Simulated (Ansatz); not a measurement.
Results of PBE (Ansatz, a program for electronic structure, PAW) for rutile GeO2.

Settings: plane-wave cutoff 520 eV, 8×8×12 k mesh (along the axes of the cell as run), Fermi–Dirac smearing 0.01 eV, scalar-relativistic PAW data made under PBE.

Shape and atoms are relaxed at each volume.

Pressure at four volumes; x = ln(V/9.750 Å³). One pressure is withheld.

```
V (Å³/atom)        x  P (GPa)
-----------  -------  -------
9.360        -0.0408        ?
9.555        -0.0202     4.18
9.750         0.0000     0.00
10.140        0.0392    -6.61
```

### Question
Pass a parabola P(x) through the three rows shown, estimate the bulk modulus and its pressure derivative near zero pressure, and predict the withheld pressure.

### Answer
Slopes between the rows: (0.00 − (4.18))/(0.0000 − (-0.0202)) = -206.93 and (-6.61 − (0.00))/(0.0392 − (0.0000)) = -168.62 GPa. Their difference over the span 0.0594 is c = 38.31/0.0594 = 644.9 GPa, so P(x) = 4.18 + (-206.93)(x − (-0.0202)) + 644.9 (x − (-0.0202))(x − (0.0000)). At the middle row B = −dP/dx = −[-206.93 + 644.9 × 0.0202] = 193.9 GPa, and B′ = dB/dP = 2c/B = 6.7. At x = -0.0408 the parabola gives 8.98 GPa; the run gives 8.98 GPa. The Birch–Murnaghan fit to the energies at all volumes has B0 = 193 GPa and B′ = 6.7.

Measured, for comparison: bulk modulus 251 GPa (room temperature, not corrected to a static lattice, from measured elastic constants; as tabulated in Sevik and Bulutay (2007), arXiv:cond-mat/0610176). Computed less measured: bulk modulus -23 %.
